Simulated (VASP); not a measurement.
# BeTe (F-43m) in VASP: notebook

One crystal, BeTe, is run at these levels: PBE; tasks: single point, relaxation of cell and atoms.

Everything below comes from runs of VASP 6.6.1. Logs are shortened: lines on timing, memory, paths and dates and some standing lists are left out, and cuts for length are marked.

### 1 Starting point

Symmetry: F-43m, No. 216, cubic system. The conventional cell has a = 5.664 Å, b = 5.664 Å, c = 5.664 Å, α = 90.00°, β = 90.00°, γ = 90.00°. Be (site symmetry -43m) has 4 Te at 2.45 Å as nearest neighbours. Around Te (site symmetry -43m) lie 4 Be at 2.45 Å.

### 2 Single point, PBE

Contents of INCAR:

```
SYSTEM = BeTe
ALGO = Normal ; EDIFF = 1E-6
ENCUT = 520 ; GGA = PE
ISIF = 2 ; ISMEAR = 0
LASPH = .TRUE. ; LCHARG = .FALSE.
LREAL = .FALSE. ; LWAVE = .FALSE.
NBANDS = 11 ; NELM = 80
PREC = Accurate ; SIGMA = 0.02
```

Contents of KPOINTS:

```
k-points
0
G
  8 8 8
  0 0 0
```

Contents of POSCAR:

```
BeTe
1.0
    0.0000000000      2.8318743942      2.8318743942
    2.8318743942      0.0000000000      2.8318743942
    2.8318743942      2.8318743942      0.0000000000
Be Te
1 1
Direct
    0.0000000000      0.0000000000      0.0000000000
    0.2500000000      0.2500000000      0.2500000000
```

Potentials or basis: VASP PAW PBE potentials, release 64 (Be, Te).

The run is started by

```console
> cat potpaw_PBE.64/Be/POTCAR potpaw_PBE.64/Te/POTCAR > POTCAR
> mpirun -np 1 vasp_std > vasp.out
```

OUTCAR:

```text
SYSTEM = BeTe
   EDIFF = 1E-6
   ENCUT = 520
   GGA = PE
   ISIF = 2
   ISMEAR = 0
   LASPH = .TRUE.
   LREAL = .FALSE.
   NELM = 80
   PREC = Accurate

 ion  position               nearest neighbor table
   1  0.000  0.000  0.000-   2 2.45   2 2.45   2 2.45   2 2.45
   2  0.250  0.250  0.250-   1 2.45   1 2.45   1 2.45   1 2.45

  LATTYP: Found a face centered cubic cell.
 ALAT       =     5.6637487884

  Lattice vectors:

 A1 = (   0.0000000000,   2.8318743942,   2.8318743942)
 A2 = (   2.8318743942,   0.0000000000,   2.8318743942)
 A3 = (   2.8318743942,   2.8318743942,   0.0000000000)

Analysis of symmetry for initial positions (statically):
=====================================================================
 Subroutine PRICEL returns:
 Original cell was already a primitive cell.

 Routine SETGRP: Setting up the symmetry group for a
 face centered cubic supercell.

 Subroutine GETGRP returns: Found 24 space group operations
 (whereof 24 operations were pure point group operations)
 out of a pool of 48 trial point group operations.

The static configuration has the point symmetry T_d .

Analysis of symmetry for dynamics (positions and initial velocities):
=====================================================================
 Subroutine PRICEL returns:
 Original cell was already a primitive cell.

 Routine SETGRP: Setting up the symmetry group for a
 face centered cubic supercell.

 Subroutine GETGRP returns: Found 24 space group operations
 (whereof 24 operations were pure point group operations)
 out of a pool of 48 trial point group operations.

The dynamic configuration has the point symmetry T_d .

 Subroutine INISYM returns: Found 24 space group operations
 (whereof 24 operations are pure point group operations),
 and found     1 'primitive' translations

----------------------------------------------------------------------------------------

                                     Primitive cell

  volume of cell :      45.4205

  direct lattice vectors                    reciprocal lattice vectors
     0.000000000  2.831874394  2.831874394    -0.176561503  0.176561503  0.176561503
     2.831874394  0.000000000  2.831874394     0.176561503 -0.176561503  0.176561503
     2.831874394  2.831874394  0.000000000     0.176561503  0.176561503 -0.176561503

  length of vectors
     4.004875175  4.004875175  4.004875175     0.305813494  0.305813494  0.305813494

  position of ions in fractional coordinates (direct lattice)
     0.000000000  0.000000000  0.000000000
     0.250000000  0.250000000  0.250000000

  ion indices of the primitive-cell ions
   primitive index   ion index
                 1           1
                 2           2

----------------------------------------------------------------------------------------

 KPOINTS: k-points

Automatic generation of k-mesh.
 Grid dimensions read from file:
 generate k-points for:    8    8    8

 Generating k-lattice:

  Cartesian coordinates                     Fractional coordinates (reciprocal lattice)
    -0.022070188  0.022070188  0.022070188     0.125000000  0.000000000  0.000000000
     0.022070188 -0.022070188  0.022070188     0.000000000  0.125000000  0.000000000
     0.022070188  0.022070188 -0.022070188     0.000000000  0.000000000  0.125000000

  Length of vectors
     0.038226687  0.038226687  0.038226687

  Shift w.r.t. Gamma in fractional coordinates (k-lattice)
     0.000000000  0.000000000  0.000000000

 Subroutine IBZKPT returns following result:
 ===========================================

 Found     29 irreducible k-points:

 Following reciprocal coordinates:
            Coordinates               Weight
  0.000000  0.000000  0.000000      1.000000
  0.125000  0.000000  0.000000      8.000000
  0.250000  0.000000  0.000000      8.000000
  0.375000  0.000000  0.000000      8.000000
  0.500000  0.000000  0.000000      4.000000
  0.125000  0.125000  0.000000      6.000000
[... 16 lines left out ...]
  0.500000  0.250000  0.125000     48.000000
 -0.375000  0.250000  0.125000     24.000000
 [... further k-points ...]
   k-points           NKPTS =     29   k-points in BZ     NKDIM =     29   number of bands    NBANDS=     11
   number of dos      NEDOS =    301   number of ions     NIONS =      2
   total plane-waves  NPLWV =  27000
   dimension x,y,z NGX =    30 NGY =   30 NGZ =   30
   dimension x,y,z NGXF=    60 NGYF=   60 NGZF=   60
   ions per type =               1   1
   NGX,Y,Z   is equivalent  to a cutoff of  12.45, 12.45, 12.45 a.u.
   NGXF,Y,Z  is equivalent  to a cutoff of  24.91, 24.91, 24.91 a.u.
 SYSTEM =  BeTe
   PREC   = accura    normal or accurate (medium, high low for compatibility)
   ISTART =      0    job   : 0-new  1-cont  2-samecut
   ICHARG =      2    charge: 1-file 2-atom 10-const
   ISPIN  =      1    spin polarized calculation?
   LNONCOLLINEAR =      F non collinear calculations
   LSORBIT =      F    spin-orbit coupling
   LASPH  =      T    aspherical Exc in radial PAW
   ENCUT  =  520.0 eV  38.22 Ry    6.18 a.u.   7.45  7.45  7.45*2*pi/ulx,y,z
   NELM   =     80;   NELMIN=  2; NELMDL= -5     # of ELM steps
   EDIFF  = 0.1E-05   stopping-criterion for ELM
   LREAL  =      F    real-space projection
   EDIFFG = 0.1E-04   stopping-criterion for IOM
   NSW    =      0    number of steps for IOM
   IBRION =     -1    ionic relax: 0-MD 1-quasi-New 2-CG
   NFREE  =      0    steps in history (QN), initial steepest desc. (CG)
   ISIF   =      2    stress and relaxation
   ISYM   =      2    0-nonsym 1-usesym 2-fastsym
   POTIM  = 0.5000    time-step for ionic-motion
   TEBEG  =    0.0;   TEEND  =   0.0 temperature during run
   PSTRESS=    0.0 pullay stress
   NELECT =       8.0000    total number of electrons
   NUPDOWN=      -1.0000    fix difference up-down
   EMIN   =  10.00;   EMAX   =-10.00  energy-range for DOS
   EFERMI =   0.00;   METHOD = LEGACY
   ISMEAR =     0;   SIGMA  =   0.02  broadening in eV -4-tet -1-fermi 0-gaus
   EFERMI_NEDOS =   21; number of points for ismear=-14 and -15
   IALGO  =     38    algorithm
   IMIX   =      4    mixing-type and parameters
     AMIX     =   0.40;   BMIX     =  1.00
     AMIX_MAG =   1.60;   BMIX_MAG =  1.00
  volume/ion in A,a.u.               =      22.71       153.26
  Fermi-wavevector in a.u.,A,eV,Ry     =   0.917672  1.734149 11.457765  0.842122
  Thomas-Fermi vector in A             =   2.042667
   LORBIT       =      0    0 simple, 1 ext, 2 COOP (PROOUT), +10 PAW based schemes
   GGA     = PE    functional components
   LHFCALC =     F    Hartree Fock is set to
   AEXX    =    0.0000 exact exchange contribution
   IVDW    =     0    specifies the selected vdW correction
   LEPSILON=     F    determine dielectric tensor
   LRPA    =     F    only Hartree local field effects (RPA)
 non-spin polarized calculation
 Gauss-broadening in eV      SIGMA  =   0.02
  energy-cutoff  :      520.00
  volume of cell :       45.42
 maximum number of plane-waves:      1243
 NGX is ok and might be reduce to    30
   NGX = 15   NGY = 15   NGZ = 15

 number of electron       8.0000000 magnetization

 Free energy of the ion-electron system (eV)
  ---------------------------------------------------
  ext. energy  EPLUGINS =         0.00000000
  ---------------------------------------------------
  free energy    TOTEN  =        -7.62446163 eV

  energy without entropy =       -7.62446163  energy(sigma->0) =       -7.62446163

 E-fermi :   5.0315     XC(G=0):  -8.9892

 val. band max:        4.9089605068   @ k =   0.0000   0.0000   0.0000
 cond. band min:       6.9234622606   @ k =   0.5000   0.5000   0.0000
 fundamental gap:      2.0145017538
 Fermi energy:         5.0314939610

 k-point     1 :       0.0000    0.0000    0.0000
  band No.  band energies     occupation
      1      -7.2780      2.00000
      2       4.9090      2.00000
      3       4.9090      2.00000
      4       4.9090      2.00000
      5       8.5324      0.00000
      6       8.5324      0.00000
      7       8.5324      0.00000
      8       8.6078      0.00000
      9      13.2003      0.00000
     10      15.1184      0.00000
     11      15.1184      0.00000

 k-point     2 :       0.1250    0.0000    0.0000
  band No.  band energies     occupation
      1      -7.1340      2.00000
      2       3.6160      2.00000
      3       4.6809      2.00000
      4       4.6809      2.00000
      5       8.4173      0.00000
      6       8.8676      0.00000
      7       8.8676      0.00000
      8       9.9209      0.00000
      9      13.6261      0.00000
     10      14.2114      0.00000
     11      14.2114      0.00000

 k-point     3 :       0.2500    0.0000    0.0000
  band No.  band energies     occupation
      1      -6.7375      2.00000
      2       1.6473      2.00000
      3       4.2533      2.00000
      4       4.2533      2.00000
      5       8.1849      0.00000
      6       9.3908      0.00000
      7       9.3908      0.00000
      8      11.8525      0.00000
      9      13.9356      0.00000
     10      13.9356      0.00000
     11      13.9418      0.00000
[... 267 lines left out ...]
 k-point    23 :       0.5000    0.2500    0.1250
  band No.  band energies     occupation
      1      -5.9656      2.00000
      2       0.3661      2.00000
      3       2.1836      2.00000
      4       3.2692      2.00000
      5       8.9409      0.00000
      6       9.5780      0.00000
      7      10.7977      0.00000
      8      11.7833      0.00000
      9      14.7097      0.00000
     10      15.1675      0.00000
     11      17.0856      0.00000

 k-point    24 :      -0.3750    0.2500    0.1250
  band No.  band energies     occupation
      1      -5.7428      2.00000
      2      -0.1133      2.00000
      3       2.0734      2.00000
      4       3.0525      2.00000
      5       9.0917      0.00000
      6       9.2990      0.00000
      7      11.5229      0.00000
      8      12.6052      0.00000
      9      13.3839      0.00000
     10      16.4267      0.00000
     11      16.7649      0.00000

 [... further k-points ...]

------------------------ aborting loop because EDIFF is reached ----------------------------------------

  FORCE on cell =-STRESS in cart. coord.  units (eV):
  Direction    XX          YY          ZZ          XY          YZ          ZX
  --------------------------------------------------------------------------------------
  -------------------------------------------------------------------------------------
  Total        0.0396075      0.0396075      0.0396075     -0.0000000      0.0000000     -0.0000000
  in kB        1.3971290      1.3971290      1.3971290     -0.0000000      0.0000000     -0.0000000
  external PRESSURE =       1.3971290 kB  Pullay stress =       0.0000000 kB

 VOLUME and BASIS-vectors are now :
 -----------------------------------------------------------------------------
  energy-cutoff  :      520.00
  volume of cell :       45.42
      direct lattice vectors                 reciprocal lattice vectors
     0.000000000  2.831874394  2.831874394    -0.176561503  0.176561503  0.176561503
     2.831874394  0.000000000  2.831874394     0.176561503 -0.176561503  0.176561503
     2.831874394  2.831874394  0.000000000     0.176561503  0.176561503 -0.176561503

 POSITION                                       TOTAL-FORCE (eV/Angst)
 -----------------------------------------------------------------------------------
      0.00000      0.00000      0.00000         0.000000      0.000000      0.000000
      1.41594      1.41594      1.41594        -0.000000     -0.000000     -0.000000
 -----------------------------------------------------------------------------------
    total drift:                                0.000000      0.000000      0.000000

  FREE ENERGIE OF THE ION-ELECTRON SYSTEM (eV)
  ---------------------------------------------------
  free  energy   TOTEN  =        -7.6244616346 eV

  energy  without entropy=       -7.6244616346  energy(sigma->0) =       -7.62446163
```

Wall time 16 s (1 thread of Intel Xeon Platinum 8375C at 2.90GHz (Ice Lake), shared host); peak memory 0.17 GiB.

Results:

* Free energy: -7.6245 eV
* Pressure: 0.1 GPa
* Band gap on the k mesh: 2.01 eV, indirect (least direct gap 3.62 eV)

Caveat: spin-orbit coupling is left out, which moves the levels of the heavy elements. A k mesh can miss the band edges.

### 3 Relaxation of cell and atoms, PBE

This run uses another cell than the first one, of 21.25 Å³/atom, 0.936 times its volume.

Contents of INCAR:

```
SYSTEM = BeTe
PREC = Accurate
ENCUT = 600
EDIFF = 1E-6
ISMEAR = 0
SIGMA = 0.02
LREAL = .FALSE.
LASPH = .TRUE.
NELM = 80
ALGO = Normal
ISIF = 3
LWAVE = .FALSE.
LCHARG = .FALSE.
GGA = PE
IBRION = 2
NSW = 100
EDIFFG = -0.005
```

Contents of KPOINTS:

```
Automatic mesh
0
G
  8 8 8
  0 0 0
```

Contents of POSCAR:

```
BeTe
1.0
    0.0000000000      2.7700000000      2.7700000000
    2.7700000000      0.0000000000      2.7700000000
    2.7700000000      2.7700000000      0.0000000000
Be Te
1 1
Direct
    0.0000000000      0.0000000000      0.0000000000
    0.2500000000      0.2500000000      0.2500000000
```

Potentials or basis: VASP PAW PBE potentials, release 64 (Be, Te).

The run is started by

```console
> cat potpaw_PBE.64/Be/POTCAR potpaw_PBE.64/Te/POTCAR > POTCAR
> mpirun -np 1 vasp_std > vasp.out
```

OUTCAR:

```text
SYSTEM = BeTe
   PREC = Accurate
   ENCUT = 600
   EDIFF = 1E-6
   ISMEAR = 0
   LREAL = .FALSE.
   LASPH = .TRUE.
   NELM = 80
   ISIF = 3
   GGA = PE
   IBRION = 2
   NSW = 100
   EDIFFG = -0.005

 ion  position               nearest neighbor table
   1  0.000  0.000  0.000-   2 2.40   2 2.40   2 2.40   2 2.40
   2  0.250  0.250  0.250-   1 2.40   1 2.40   1 2.40   1 2.40

  LATTYP: Found a face centered cubic cell.
 ALAT       =     5.5400000000

  Lattice vectors:

 A1 = (   0.0000000000,   2.7700000000,   2.7700000000)
 A2 = (   2.7700000000,   0.0000000000,   2.7700000000)
 A3 = (   2.7700000000,   2.7700000000,   0.0000000000)

Analysis of symmetry for initial positions (statically):
[... 259 lines left out ...]

 val. band max:        4.8845441123   @ k =   0.0000   0.0000   0.0000
 cond. band min:       6.9045578806   @ k =   0.5000   0.5000   0.0000
 fundamental gap:      2.0200137682
 Fermi energy:         4.9662382923

 k-point     1 :       0.0000    0.0000    0.0000
  band No.  band energies     occupation
      1      -7.2880      2.00000
      2       4.8845      2.00000
      3       4.8845      2.00000
      4       4.8845      2.00000
      5       8.5096      0.00000
      6       8.5096      0.00000
      7       8.5096      0.00000
      8       8.5675      0.00000
[... 243 lines left out ...]
 k-point    24 :      -0.3750    0.2500    0.1250
  band No.  band energies     occupation
      1      -5.7592      2.00000
      2      -0.1250      2.00000
      3       2.0568      2.00000
      4       3.0345      2.00000
      5       9.0653      0.00000
      6       9.2740      0.00000
      7      11.4913      0.00000
      8      12.5732      0.00000

 [... further k-points ...]

------------------------ aborting loop because EDIFF is reached ----------------------------------------

  FORCE on cell =-STRESS in cart. coord.  units (eV):
  Direction    XX          YY          ZZ          XY          YZ          ZX
  --------------------------------------------------------------------------------------
  -------------------------------------------------------------------------------------
  Total        0.0015154      0.0015154      0.0015154      0.0000000      0.0000000     -0.0000000
  in kB        0.0533360      0.0533360      0.0533360      0.0000000      0.0000000     -0.0000000
  external PRESSURE =       0.0533360 kB  Pullay stress =       0.0000000 kB
[... 17 lines left out ...]
  FREE ENERGIE OF THE ION-ELECTRON SYSTEM (eV)
  ---------------------------------------------------
  free  energy   TOTEN  =        -7.6244531718 eV

  energy  without entropy=       -7.6244531718  energy(sigma->0) =       -7.62445317

 reached required accuracy - stopping structural energy minimisation
```

CONTCAR:

```text
BeTe
   1.00000000000000
    -0.0000000000000000    2.8339897372315956    2.8339897372315956
     2.8339897372315956   -0.0000000000000000    2.8339897372315956
     2.8339897372315956    2.8339897372315956   -0.0000000000000000
  Be              Te
     1     1
Direct
     0.0000000000000000    0.0000000000000000    0.0000000000000000
     0.2500000000000000    0.2500000000000000    0.2500000000000000

  0.00000000E+00  0.00000000E+00  0.00000000E+00
  0.00000000E+00  0.00000000E+00  0.00000000E+00
```

Run time: 22 s. Hardware: 1 thread of Intel Xeon Platinum 8375C at 2.90GHz (Ice Lake), shared host; peak memory 0.19 GiB.

Results:

* Free energy: -7.6245 eV
* Relaxed volume: 22.76 Å³/atom
* Relaxed cell: a = 4.008 Å, b = 4.008 Å, c = 4.008 Å, α = 60.00°, β = 60.00°, γ = 60.00°
* Space group after relaxing (to 0.05 Å): F-43m (No. 216)
* Energy gained by relaxing: 19.8 meV/atom
* Ionic steps: 3
* Pressure after relaxing: 0.0 GPa
* Band gap on the k mesh: 2.02 eV, indirect (least direct gap 3.63 eV)

The path:
| step | energy change (eV) | largest force (eV/Å) | pressure (GPa) | volume (Å³) |
| --- | --- | --- | --- | --- |
| 1 | 0.0000 | 0.0000 | 4.45 | 42.51 |
| 2 | -0.0377 | 0.0000 | -0.85 | 46.25 |
| 3 | -0.0396 | 0.0000 | 0.01 | 45.52 |

Final structure:
```yaml
crystal:
  lattice:
    - [0.00000, 2.83399, 2.83399]
    - [2.83399, 0.00000, 2.83399]
    - [2.83399, 2.83399, 0.00000]
  atoms:
    - { symbol: Be, position: [0.00000, 0.00000, 0.00000] }
    - { symbol: Te, position: [0.25000, 0.25000, 0.25000] }
```

Caveat: spin-orbit coupling is left out, which moves the levels of the heavy elements.

### 4 Single point, PBE (the database's cell and atoms)

Contents of INCAR:

```
SYSTEM = BeTe
PREC = Accurate ; ENCUT = 520
EDIFF = 1E-6 ; ISMEAR = 0
SIGMA = 0.02 ; LREAL = .FALSE.
LASPH = .TRUE. ; NELM = 80
ALGO = Normal ; ISIF = 2
LWAVE = .FALSE. ; LCHARG = .FALSE.
GGA = PE ; NBANDS = 11
```

Contents of KPOINTS:

```
regular mesh
0
G
  8 8 8
  0 0 0
```

POSCAR is that of step 3.

The run is started by

```console
> cat potpaw_PBE.64/Be/POTCAR potpaw_PBE.64/Te/POTCAR > POTCAR
> mpirun -np 1 vasp_std > vasp.out
```

Run time: 15 s. Hardware: 1 thread of Intel Xeon Platinum 8375C at 2.90GHz (Ice Lake), shared host; peak memory 0.17 GiB.

It converged, with:

```
Free energy            : -7.5848 eV
Pressure               : 4.5 GPa
Band gap on the k mesh : 1.85 eV, indirect (least direct gap 3.56 eV)
```

Levels at points of the mesh, in eV from the valence-band top:
| k point | band 1 | band 2 | band 3 | band 4 | band 5 | band 6 | band 7 | band 8 |
| --- | --- | --- | --- | --- | --- | --- | --- | --- |
| (0.00, 0.00, 0.00) | -12.63 | 0.00 | 0.00 | 0.00 | 3.56 | 3.56 | 3.56 | 4.19 |
| (0.50, 0.00, 0.00) | -11.16 | -5.87 | -1.22 | -1.22 | 3.21 | 4.56 | 4.56 | 7.79 |
| (0.50, 0.50, 0.00) | -10.62 | -5.39 | -2.84 | -2.84 | 1.85 | 2.59 | 10.02 | 10.02 |

Caveat: spin-orbit coupling is left out, which moves the levels of the heavy elements.

(Continued in part 2 of 3.)
